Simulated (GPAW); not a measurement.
Write an ASE script for GPAW 26.7.0 that does the following.

- Task: band structure
- Functional: PBEsol
- Potentials or basis: PAW data sets generated in the run's folder for this functional
- Cutoff: 600 eV
- Basis: pw
- k mesh: 9 × 9 × 3
- Occupations: fermi-dirac, width 0.05 eV
- Spin: no spin polarisation
- Maxiter: 150
- Band path: GMKGALHA,LM,KH
- Band points: 60

In:

```xyz
4
Lattice="3.3638 0.0000 0.0000 -1.6819 2.9132 0.0000 0.0000 0.0000 10.7997" Properties=species:S:1:pos:R:3 pbc="T T T"
In    1.6819    0.9711    8.0998
In    0.0000    0.0000    5.3999
In    0.0000    1.9421    2.6999
In    0.0000    0.0000    0.0000
```

This isn't the form of In at room conditions, which is tetragonal.

These files were run (other wordings do the same):

run.py

```python
from ase import Atoms
from ase.dft.bandgap import bandgap
from ase.io import write
from ase.units import GPa
from gpaw import GPAW, PW, setup_paths

setup_paths.insert(0, '.')

atoms = Atoms(['In', 'In', 'In', 'In'],
              cell=[[3.363843863, 0.0, 0.0],
                    [-1.6819219315, 2.9131742397, 0.0],
                    [0.0, 0.0, 10.79970836]],
              scaled_positions=[[0.6666666667, 0.3333333333, 0.75],
                                [0.0, 0.0, 0.5],
                                [0.3333333333, 0.6666666667, 0.25],
                                [0.0, 0.0, 0.0]],
              pbc=True)

calc = GPAW(mode=PW(600),
            xc='PBEsol',
            kpts={'size': (9, 9, 3), 'gamma': True},
            occupations={'name': 'fermi-dirac', 'width': 0.05},
            nbands=41,
            convergence={'density': 1e-05, 'energy': 1e-05},
            maxiter=150,
            txt='gpaw.txt')
atoms.calc = calc
energy = atoms.get_potential_energy()
forces = atoms.get_forces()
stress = atoms.get_stress()
calc.write('gs.gpw')
write('result.traj', atoms)
print(f'Energy: {energy:.6f} eV')
print('Forces (eV/A):')
print(forces.round(4))
print('Stress (GPa):', (stress / GPa).round(3))
print('Fermi level:', round(calc.get_fermi_level(), 4), 'eV')
print(f'Gap: {bandgap(calc)[0]:.4f} eV, direct: {bandgap(calc, direct=True)[0]:.4f} eV')

path = atoms.cell.bandpath('GMKGALHA,LM,KH', npoints=60, eps=1e-4)
bs_calc = calc.fixed_density(kpts=path, symmetry='off', nbands=63,
                             convergence={'bands': 'CBM+6.0', 'eigenstates': 1e-6}, txt='bands.txt')
bs = bs_calc.band_structure()
bs.write('bs.json')
print(f'Gap on the path: {bandgap(bs_calc)[0]:.4f} eV')
```

Potentials or basis: PAW data sets generated in the run's folder for this functional, pw.

Run with:

```console
$ gpaw-setup -f PBEsol In
$ OMP_NUM_THREADS=1 python run.py
```

It gave:

| Property | Result |
| --- | --- |
| Pressure | -1.6 GPa |
| Band gap along the path | none (metal or under the smearing width) |

Caveat: spin-orbit coupling is left out, which moves the levels of the heavy elements.

It took 3.3 min on 1 thread of Arm Neoverse V2, with other jobs on the host, peak memory 0.55 GiB.
